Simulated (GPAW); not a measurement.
Runs of GPAW 26.7.0 on SnTe. The structure is cubic, space group Fm-3m (No. 225). The conventional cell has a = 6.302 Å, b = 6.302 Å, c = 6.302 Å, α = 90.00°, β = 90.00°, γ = 90.00°. Te (site symmetry m-3m) is surrounded by 6 Sn at 3.15 Å. Sn (site symmetry m-3m) is surrounded by 6 Te at 3.15 Å. 

| task | level | potentials or basis | cutoff (eV) | smearing | response ecut | response k mesh | response bands | kernels | coarser k mesh | gap on the mesh (eV) |
| --- | --- | --- | --- | --- | --- | --- | --- | --- | --- | --- |
| dielectric tensor | RPBE | the program's PAW data sets (release 1.2.1) made for this functional, pw | 400 | fermi-dirac 0.001 eV | 80 eV | 18 × 18 × 18 | 30 | ["RPA"] | 18 × 18 × 18 | (a) |
| dielectric tensor | AM05 | PAW data sets generated in the run's folder for this functional, pw | 400 | fermi-dirac 0.001 eV | 80 eV | 18 × 18 × 18 | 30 | ["RPA"] | 18 × 18 × 18 | 0.12 |
| dielectric tensor | LDA | the program's PAW data sets (release 1.2.1) made for this functional, pw | 400 | fermi-dirac 0.001 eV | 80 eV | 18 × 18 × 18 | 30 | ["RPA"] | 18 × 18 × 18 | 0.11 |
| dielectric tensor | PBEsol | PAW data sets generated in the run's folder for this functional, pw | 400 | fermi-dirac 0.001 eV | 80 eV | 18 × 18 × 18 | 30 | ["RPA"] | 18 × 18 × 18 | 0.15 |

Alike in all rows: no spin polarisation; cell as given; k mesh 6 × 6 × 6.

Fill in the values left out.

(a) 0.08.

Caveats: the gap is small at this level, which inflates the dielectric constant; the long-wavelength limit can be off by a per cent or two; spin-orbit coupling is left out, which moves the levels of the heavy elements.

A k mesh can miss the band edges, and the runs leave out spin-orbit coupling on Sn, Te.

Runs at the PBE level aren't shown here.
